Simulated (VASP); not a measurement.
## GaAs: zone-centre modes, functional by functional

Aim: the vibrations of GaAs at the zone centre, at several levels of theory. The starting structure is a measured crystal structure from the Crystallography Open Database.

Program: VASP 6.6.1. Level of theory: Kohn-Sham DFT with plane waves and PAW; LDA, PBEsol, PBE, PBEsol + D3(BJ), r2SCAN, r2SCAN + rVV10 and AM05. Results are calculated unless marked as measured.

## 1. Starting point

Symmetry: F-43m, No. 216, cubic system. Conventional cell: a = 5.654 Å, b = 5.654 Å, c = 5.654 Å, α = 90.00°, β = 90.00°, γ = 90.00°. Nearest to As lie 4 Ga at 2.45 Å. Nearest to Ga lie 4 As at 2.45 Å. Farther neighbours are not listed.

Coordinates:

```xyz
2
Lattice="0.0000 2.8268 2.8268 2.8268 0.0000 2.8268 2.8268 2.8268 0.0000" Properties=species:S:1:pos:R:3 pbc="T T T"
As    4.2403    4.2403    4.2403
Ga    0.0000    0.0000    0.0000
```

## 2. Modes with LDA

LDA, the lowest rung, knows the local density alone. The cell comes from a relaxation at this level, not shown (44.11 Å³).

INCAR reads:

```
SYSTEM = GaAs
PREC = Accurate
ENCUT = 450
EDIFF = 1E-08
NELM = 100
ISMEAR = 0
SIGMA = 0.03
LREAL = .FALSE.
ALGO = Normal
GGA = CA
NBANDS = 15
LORBIT = 11
LWAVE = .FALSE.
LCHARG = .FALSE.
KPAR = 8
IBRION = 8
LEPSILON = .TRUE.
LPEAD = .TRUE.
ISIF = 2
```

POSCAR reads:

```
GaAs
1.0
    0.0000000000      2.8044721310      2.8044721310
    2.8044721310      0.0000000000      2.8044721310
    2.8044721310      2.8044721310      0.0000000000
As Ga
1 1
Direct
    0.7500000000      0.7500000000      0.7500000000
    0.0000000000      0.0000000000      0.0000000000
```

KPOINTS reads:

```
Automatic mesh
0
Gamma
10 10 10
0 0 0
```

Potentials, in the order of the species: As and Ga_d (LDA family, release 64).

The run is started by

```bash
> mpirun -np 8 vasp_std
```

The log of the run:

```text
[banner, memory and clock lines left out]
running    8 mpi-ranks, on    1 nodes
 distrk:  each k-point on    1 cores,    8 groups
 distr:  one band on    1 cores,    1 groups

 POSCAR found type information on POSCAR AsGa
 POSCAR found :  2 types and       2 ions
|                                                                             |
|           W    W    AA    RRRRR   N    N  II  N    N   GGGG   !!!           |
|           W    W   A  A   R    R  NN   N  II  NN   N  G    G  !!!           |
|           W    W  A    A  R    R  N N  N  II  N N  N  G       !!!           |
|           W WW W  AAAAAA  RRRRR   N  N N  II  N  N N  G  GGG   !            |
|           WW  WW  A    A  R   R   N   NN  II  N   NN  G    G                |
|           W    W  A    A  R    R  N    N  II  N    N   GGGG   !!!           |
|                                                                             |
|     For optimal performance we recommend to set                             |
|       NCORE = 2 up to number-of-cores-per-socket                            |
|     NCORE specifies how many cores store one orbital (NPAR=cpu/NCORE).      |
|     This setting can greatly improve the performance of VASP for DFT.       |
|     The default, NCORE=1 might be grossly inefficient on modern             |
|     multi-core architectures or massively parallel machines. Do your        |
|     Unfortunately you need to use the default for GW and RPA                |
|     calculations (for HF NCORE is supported but not extensively tested      |
|     yet).                                                                   |
|                                                                             |

 LDA part: xc-table for (Slater(with rela. corr.)+CA(PZ))
 , standard interpolation
 POSCAR, INCAR and KPOINTS ok, starting setup
 FFT: planning ... GRIDC
 FFT: planning ... GRID_SOFT
 FFT: planning ... GRID
 WAVECAR not read
 entering main loop
       N       E                     dE             d eps       ncg     rms          rms(c)
DAV:   1     0.774941680371E+02    0.77494E+02   -0.85250E+03  1448   0.153E+03
DAV:   2    -0.386135817266E+01   -0.81356E+02   -0.77611E+02  1606   0.296E+02
DAV:   3    -0.978406328668E+01   -0.59227E+01   -0.59000E+01  1697   0.664E+01
DAV:   4    -0.987328219910E+01   -0.89219E-01   -0.89204E-01  1698   0.908E+00
DAV:   5    -0.987469218889E+01   -0.14100E-02   -0.14100E-02  1774   0.103E+00    0.306E+00
DAV:   6    -0.968639621605E+01    0.18830E+00   -0.22984E-01  2192   0.881E+00    0.180E+00
DAV:   7    -0.964396471499E+01    0.42432E-01   -0.66912E-02  1984   0.201E+00    0.525E-01
DAV:   8    -0.964077552671E+01    0.31892E-02   -0.90719E-03  1788   0.110E+00    0.108E-01
DAV:   9    -0.964074628578E+01    0.29241E-04   -0.71251E-04  1719   0.338E-01    0.423E-02
DAV:  10    -0.964075118298E+01   -0.48972E-05   -0.40533E-05  2241   0.684E-02    0.222E-02
DAV:  11    -0.964075598882E+01   -0.48058E-05   -0.65108E-06  1564   0.397E-02    0.240E-03
DAV:  12    -0.964075588030E+01    0.10852E-06   -0.46223E-07  2103   0.961E-03    0.191E-03
DAV:  13    -0.964075588140E+01   -0.11064E-08   -0.66511E-08  1725   0.205E-03
   1 F= -.96407559E+01 E0= -.96407559E+01  d E =-.266545E-11
 Linear response reoptimize wavefunctions to high precision
DAV:   1    -0.964075588156E+01   -0.15189E-09   -0.12231E-09  1438   0.293E-04
DAV:   2    -0.964075588154E+01    0.12278E-10   -0.99644E-11  1034   0.102E-04
 Linear response to external field (no local field effect), progress :
  Direction:   1
       N       E                     dE             d eps       ncg     rms          rms(c)
RMM:   1    -0.182871857942E+00   -0.18287E+00    0.76375E+00   946   0.907E+00
RMM:   2    -0.193634559043E+01   -0.17535E+01    0.10584E-02  1248   0.196E+00
RMM:   3    -0.195206234607E+01   -0.15717E-01   -0.31768E-02  1495   0.586E-01
RMM:   4    -0.195247565169E+01   -0.41331E-03   -0.97239E-04  1482   0.130E-01
RMM:   5    -0.195248466547E+01   -0.90138E-05   -0.60598E-05  1453   0.386E-02
RMM:   6    -0.195248568539E+01   -0.10199E-05   -0.70591E-06  1492   0.126E-02
RMM:   7    -0.195248597053E+01   -0.28514E-06   -0.16437E-06  1461   0.396E-03
RMM:   8    -0.195248584376E+01    0.12677E-06    0.13837E-07  1377   0.137E-03
RMM:   9    -0.195248587450E+01   -0.30738E-07   -0.10322E-07  1173   0.473E-04
RMM:  10    -0.195248586135E+01    0.13150E-07    0.33819E-08  1023   0.180E-04
RMM:  11    -0.195248586391E+01   -0.25623E-08    0.89608E-09   535   0.753E-05
 change of polarisation eV/A/(eV/A) component  1 :     3.905     2.254     0.497
 dielectric tensor                  component  1 :    17.018     9.245     2.040
 Linear response to external field (no local field effect), progress :
  Direction:   2
       N       E                     dE             d eps       ncg     rms          rms(c)
RMM:   1    -0.197690267111E+00   -0.19769E+00    0.80607E+00   950   0.914E+00
RMM:   2    -0.204999018609E+01   -0.18523E+01   -0.28281E-02  1265   0.199E+00
RMM:   3    -0.206300394663E+01   -0.13014E-01   -0.33687E-02  1492   0.587E-01
RMM:   4    -0.206338207922E+01   -0.37813E-03   -0.80036E-04  1488   0.120E-01
RMM:   5    -0.206339495385E+01   -0.12875E-04   -0.54715E-05  1448   0.354E-02
RMM:   6    -0.206339558868E+01   -0.63483E-06   -0.52617E-06  1503   0.114E-02
[...]
RMM:  12    -0.161802445261E+01    0.11158E-05   -0.44909E-07  7896   0.179E-04    0.771E-06
 change of polarisation eV/A/(eV/A) component  1 :     3.059     0.958     0.478
 dielectric tensor                  component  1 :    13.548     3.931     1.961
 Linear response to external field, progress :
  Direction:   2
       N       E                     dE             d eps       ncg     rms          rms(c)
RMM:   1    -0.180741137497E+00   -0.18074E+00    0.59918E+00  3477   0.815E+00
RMM:   2    -0.160859653085E+01   -0.14279E+01   -0.25222E-02  4570   0.181E+00    0.162E+00
RMM:   3    -0.157002516753E+01    0.38571E-01   -0.34361E-02 10199   0.106E+00    0.955E-01
RMM:   4    -0.161091226732E+01   -0.40887E-01   -0.39341E-02 11482   0.117E+00    0.116E-01
RMM:   5    -0.161284930588E+01   -0.19370E-02   -0.16263E-03  9648   0.280E-01    0.357E-02
RMM:   6    -0.161787219024E+01   -0.50229E-02   -0.22996E-04 10542   0.982E-02    0.177E-02
RMM:   7    -0.161776041884E+01    0.11177E-03   -0.23146E-05  9987   0.336E-02    0.219E-03
RMM:   8    -0.161807089887E+01   -0.31048E-03   -0.11838E-05 10779   0.105E-02    0.690E-04
RMM:   9    -0.161804150580E+01    0.29393E-04    0.39444E-07 10709   0.350E-03    0.324E-04
RMM:  10    -0.161802837769E+01    0.13128E-04   -0.19479E-06 10677   0.112E-03    0.661E-05
RMM:  11    -0.161802667242E+01    0.17053E-05   -0.41854E-07 10628   0.457E-04    0.237E-05
RMM:  12    -0.161802654800E+01    0.12442E-06   -0.33846E-07  7891   0.180E-04    0.865E-06
 change of polarisation eV/A/(eV/A) component  2 :     0.896     3.059     0.448
 dielectric tensor                  component  2 :     3.675    13.548     1.839
 Linear response to external field, progress :
  Direction:   3
       N       E                     dE             d eps       ncg     rms          rms(c)
RMM:   1    -0.178946279414E+00   -0.17895E+00    0.60097E+00  3476   0.815E+00
RMM:   2    -0.160869209571E+01   -0.14297E+01   -0.24126E-02  4571   0.181E+00    0.162E+00
RMM:   3    -0.157001684329E+01    0.38675E-01   -0.34186E-02 10196   0.106E+00    0.955E-01
RMM:   4    -0.161087260255E+01   -0.40856E-01   -0.39311E-02 11485   0.117E+00    0.116E-01
RMM:   5    -0.161288686944E+01   -0.20143E-02   -0.16415E-03  9631   0.279E-01    0.354E-02
RMM:   6    -0.161787590242E+01   -0.49890E-02   -0.23040E-04 10548   0.984E-02    0.177E-02
RMM:   7    -0.161775846374E+01    0.11744E-03   -0.24108E-05  9978   0.337E-02    0.222E-03
RMM:   8    -0.161807120018E+01   -0.31274E-03   -0.11222E-05 10783   0.105E-02    0.695E-04
RMM:   9    -0.161804223741E+01    0.28963E-04    0.11838E-06 10716   0.350E-03    0.333E-04
RMM:  10    -0.161802901974E+01    0.13218E-04   -0.17848E-06 10686   0.113E-03    0.702E-05
RMM:  11    -0.161802623849E+01    0.27813E-05   -0.38475E-07 10618   0.456E-04    0.227E-05
RMM:  12    -0.161802643899E+01   -0.20050E-06   -0.41712E-07  7920   0.180E-04    0.810E-06
 change of polarisation eV/A/(eV/A) component  3 :     0.731     0.705     3.059
 dielectric tensor                  component  3 :     2.998     2.893    13.548
 Linear response DOF=           2
 Linear response progress:
  Degree of freedom:   1/  2
       N       E                     dE             d eps       ncg     rms          rms(c)
RMM:   1    -0.449988988643E-01   -0.44999E-01    0.62590E-02 11414   0.154E+00
RMM:   2    -0.444103151023E-01    0.58858E-03   -0.43029E-03  9156   0.404E-01    0.826E-02
RMM:   3    -0.443658528138E-01    0.44462E-04   -0.41336E-04 10249   0.128E-01    0.454E-02
RMM:   4    -0.445229885156E-01   -0.15714E-03   -0.10435E-04 10199   0.565E-02    0.408E-03
RMM:   5    -0.445218114309E-01    0.11771E-05   -0.11192E-05 10607   0.169E-02    0.232E-03
RMM:   6    -0.445093663140E-01    0.12445E-04   -0.37216E-07 10159   0.512E-03    0.665E-04
RMM:   7    -0.445092109915E-01    0.15532E-06    0.16856E-07 10479   0.183E-03    0.305E-04
RMM:   8    -0.445079739141E-01    0.12371E-05    0.10910E-07 10252   0.705E-04    0.397E-05
RMM:   9    -0.445078935797E-01    0.80334E-07    0.19996E-08 10771   0.246E-04    0.140E-05
RMM:  10    -0.445078705399E-01    0.23040E-07    0.21954E-08 10217   0.923E-05    0.422E-06
RMM:  11    -0.445078490470E-01    0.21493E-07    0.24061E-08 10342   0.415E-05    0.132E-06
RMM:  12    -0.445078221540E-01    0.26893E-07    0.23007E-08  9088   0.205E-05    0.593E-07
RMM:  13    -0.445078135190E-01    0.86350E-08    0.29927E-08  5743   0.129E-05    0.463E-07
 first order change of Fermi-energy  -0.13919E+00
 force on displaced ion       1 direction 1 :  -9.644   0.000   0.000
 Born effective charge ion    1 direction 1 :  -2.045   0.000   0.000
 Linear response progress:
  Degree of freedom:   2/  2
       N       E                     dE             d eps       ncg     rms          rms(c)
RMM:   1    -0.167306306635E+00   -0.16731E+00    0.10494E-01  6489   0.850E+00
RMM:   2    -0.165551795935E+00    0.17545E-02   -0.25417E-02  9758   0.135E+00    0.442E-02
RMM:   3    -0.165793270291E+00   -0.24147E-03   -0.37670E-03 10186   0.403E-01    0.279E-02
RMM:   4    -0.165598379958E+00    0.19489E-03   -0.12993E-03 10817   0.175E-01    0.925E-03
RMM:   5    -0.165630447231E+00   -0.32067E-04   -0.13472E-04 10591   0.409E-02    0.377E-03
RMM:   6    -0.165623509324E+00    0.69379E-05   -0.19956E-05 10575   0.146E-02    0.506E-04
RMM:   7    -0.165618477384E+00    0.50319E-05   -0.58694E-06 10476   0.606E-03    0.286E-04
RMM:   8    -0.165619728166E+00   -0.12508E-05   -0.92192E-06 10635   0.259E-03    0.958E-05
RMM:   9    -0.165620130954E+00   -0.40279E-06   -0.51007E-06 10495   0.112E-03    0.273E-05
RMM:  10    -0.165619821891E+00    0.30906E-06   -0.12000E-06 10734   0.500E-04    0.174E-05
RMM:  11    -0.165619714638E+00    0.10725E-06   -0.55568E-07 10289   0.233E-04    0.741E-06
RMM:  12    -0.165619764351E+00   -0.49714E-07   -0.72636E-07 10533   0.121E-04    0.164E-06
RMM:  13    -0.165619682063E+00    0.82288E-07   -0.32408E-07 10737   0.683E-05    0.100E-06
RMM:  14    -0.165619688379E+00   -0.63152E-08   -0.17079E-07 10666   0.427E-05    0.352E-07
RMM:  15    -0.165619719617E+00   -0.31238E-07   -0.85889E-08  8614   0.304E-05    0.280E-07
RMM:  16    -0.165619725697E+00   -0.60803E-08   -0.27074E-08  7565   0.249E-05    0.423E-08
 first order change of Fermi-energy   0.14078E+00
 force on displaced ion       2 direction 1 :  -9.626   0.000   0.000
 Born effective charge ion    2 direction 1 :   2.045   0.000   0.000
 Born effective charges drift removed
 Linear response finished
```

Wall time 53 s (8 MPI ranks of Intel Xeon 6975P-C (Granite Rapids), shared host); peak memory 3.4 GiB; 6.7 min of CPU time.

Lines that name or quote the potential files are left out of all logs, and their timing lines are given in words.

Parts of OUTCAR (step 2):

```text
ion  position               nearest neighbor table
   1  0.750  0.750  0.750-   2 2.43   2 2.43   2 2.43   2 2.43
   2  0.000  0.000  0.000-   1 2.43   1 2.43   1 2.43   1 2.43

  LATTYP: Found a face centered cubic cell.
 ALAT       =     5.6089442620

 Subroutine GETGRP returns: Found 24 space group operations
 (whereof 24 operations were pure point group operations)

The static configuration has the point symmetry T_d .

 Found     47 irreducible k-points:

   k-points           NKPTS =     47   k-points in BZ     NKDIM =     47   number of bands    NBANDS=     15

   dimension x,y,z NGX =    28 NGY =   28 NGZ =   28
   dimension x,y,z NGXF=    56 NGYF=   56 NGZF=   56

   ENCUT  =  450.0 eV  33.07 Ry    5.75 a.u.   6.86  6.86  6.86*2*pi/ulx,y,z

   NELECT =      18.0000    total number of electrons

 k-points in reciprocal lattice and weights: Automatic mesh
   0.00000000  0.00000000  0.00000000       0.001
   0.10000000  0.00000000  0.00000000       0.008
   0.20000000  0.00000000  0.00000000       0.008
   0.30000000  0.00000000  0.00000000       0.008
   0.40000000  0.00000000  0.00000000       0.008
   0.50000000  0.00000000  0.00000000       0.004
   0.10000000  0.10000000  0.00000000       0.006
   0.20000000  0.10000000  0.00000000       0.024
   0.30000000  0.10000000  0.00000000       0.024
[...]
-0.30000000  0.40000000  0.20000000       0.024
  -0.30000000  0.50000000  0.20000000       0.012

 average (electrostatic) potential at core
       1 -53.5788       2 -67.3237

  Total        0.0004679      0.0004679      0.0004679     -0.0000000     -0.0000000     -0.0000000
  in kB        0.0169936      0.0169936      0.0169936     -0.0000000     -0.0000000     -0.0000000
  external PRESSURE =       0.0169936 kB  Pullay stress =       0.0000000 kB

  energy-cutoff  :      450.00
  volume of cell :       44.11
      direct lattice vectors                 reciprocal lattice vectors
     0.000000000  2.804472131  2.804472131    -0.178286671  0.178286671  0.178286671
     2.804472131  0.000000000  2.804472131     0.178286671 -0.178286671  0.178286671
     2.804472131  2.804472131  0.000000000     0.178286671  0.178286671 -0.178286671

 POSITION                                       TOTAL-FORCE (eV/Angst)
 -----------------------------------------------------------------------------------
      4.20671      4.20671      4.20671         0.000000      0.000000      0.000000
      0.00000      0.00000      0.00000        -0.000000     -0.000000     -0.000000
 -----------------------------------------------------------------------------------
    total drift:                               -0.000001     -0.000001     -0.000001

 MACROSCOPIC STATIC DIELECTRIC TENSOR (including local field effects in DFT)
 ------------------------------------------------------
          13.547566    -0.000000    -0.000000
           0.000000    13.547566     0.000000
          -0.000000     0.000000    13.547566
 ------------------------------------------------------

 PIEZOELECTRIC TENSOR (including local field effects)  for field in x, y, z        (C/m^2)
          XX          YY          ZZ          XY          YZ          ZX
  --------------------------------------------------------------------------------
  x    -0.00000    -0.00000     0.00000     0.00000     0.79574     0.00000
  y     0.00000     0.00000    -0.00000     0.00000     0.00000     0.79574
  z    -0.00000     0.00000     0.00000     0.79574     0.00000     0.00000

 BORN EFFECTIVE CHARGES (including local field effects) (in |e|, cummulative output)
 ---------------------------------------------------------------------------------
 ion    1
    1    -2.04967    -0.00000    -0.00000
    2    -0.00000    -2.04967    -0.00000
    3     0.00000     0.00000    -2.04967
 ion    2
    1     2.04967     0.00000     0.00000
    2     0.00000     2.04967     0.00000
    3     0.00000    -0.00000     2.04967

 Eigenvectors and eigenvalues of the dynamical matrix
 ----------------------------------------------------

   1 f  =    8.074864 THz    50.735866 2PiTHz  269.348468 cm-1    33.394939 meV
             X         Y         Z           dx          dy          dz
      4.206708  4.206708  4.206708    -0.672699   -0.173143    0.000000
      0.000000  0.000000  0.000000     0.696666    0.179312    0.000000

   2 f  =    8.074864 THz    50.735866 2PiTHz  269.348468 cm-1    33.394939 meV
             X         Y         Z           dx          dy          dz
      4.206708  4.206708  4.206708    -0.077224    0.300031   -0.621708
      0.000000  0.000000  0.000000     0.079975   -0.310721    0.643858

   3 f  =    8.074864 THz    50.735866 2PiTHz  269.348468 cm-1    33.394939 meV
             X         Y         Z           dx          dy          dz
      4.206708  4.206708  4.206708     0.154968   -0.602085   -0.309810
      0.000000  0.000000  0.000000    -0.160489    0.623536    0.320848

   4 f/i=    0.003836 THz     0.024102 2PiTHz    0.127953 cm-1     0.015864 meV
             X         Y         Z           dx          dy          dz
      4.206708  4.206708  4.206708     0.341985    0.507497    0.378140
      0.000000  0.000000  0.000000     0.330220    0.490038    0.365131

   5 f/i=    0.003836 THz     0.024102 2PiTHz    0.127953 cm-1     0.015864 meV
             X         Y         Z           dx          dy          dz
      4.206708  4.206708  4.206708    -0.462081   -0.093480    0.543359
      0.000000  0.000000  0.000000    -0.446185   -0.090264    0.524666

   6 f/i=    0.003836 THz     0.024102 2PiTHz    0.127953 cm-1     0.015864 meV
             X         Y         Z           dx          dy          dz
      4.206708  4.206708  4.206708    -0.432463    0.501204   -0.281545
      0.000000  0.000000  0.000000    -0.417585    0.483961   -0.271860

 MACROSCOPIC STATIC DIELECTRIC TENSOR IONIC CONTRIBUTION
 ------------------------------------------------------
           1.788479     0.000000     0.000000
           0.000000     1.788479    -0.000000
           0.000000    -0.000000     1.788479
 ------------------------------------------------------

 ELASTIC MODULI CONTR FROM IONIC RELAXATION (kBar)
 Direction    XX          YY          ZZ          XY          YZ          ZX
 --------------------------------------------------------------------------------
 XX          -0.0000     -0.0000     -0.0000      0.0000      0.0000     -0.0000
 YY          -0.0000     -0.0000     -0.0000      0.0000      0.0000      0.0000
 ZZ          -0.0000     -0.0000     -0.0000      0.0000      0.0000     -0.0000
 XY           0.0000      0.0000      0.0000   -200.2832      0.0000      0.0000
 YZ           0.0000      0.0000      0.0000      0.0000   -200.2832      0.0000
 ZX          -0.0000      0.0000     -0.0000      0.0000      0.0000   -200.2832
 --------------------------------------------------------------------------------

 PIEZOELECTRIC TENSOR IONIC CONTR  for field in x, y, z        (C/m^2)
          XX          YY          ZZ          XY          YZ          ZX
  --------------------------------------------------------------------------------
  x     0.00000     0.00000     0.00000    -0.00000    -0.56317    -0.00000
  y    -0.00000     0.00000    -0.00000    -0.00000    -0.00000    -0.56317
  z     0.00000     0.00000     0.00000    -0.56317     0.00000     0.00000
```

Energies printed during the response cycles are not total energies of the cell.

LDA: the zone-centre mode is T2 269.3 cm⁻¹.

(Part 1 of 3 ends here.)

[Lines on the potential files, build, host, timing and source positions are cut from VASP's logs without a mark.]

[Logs are printed without paths, hosts, clocks, repeated set-up lines and the standing remarks that a program may print on its own settings, such as how far it seeks lower states.]

[Hosts, paths, dates, database ids (printed as entryN), source tags and the programs' standing remarks are cut or masked in the printed files.]
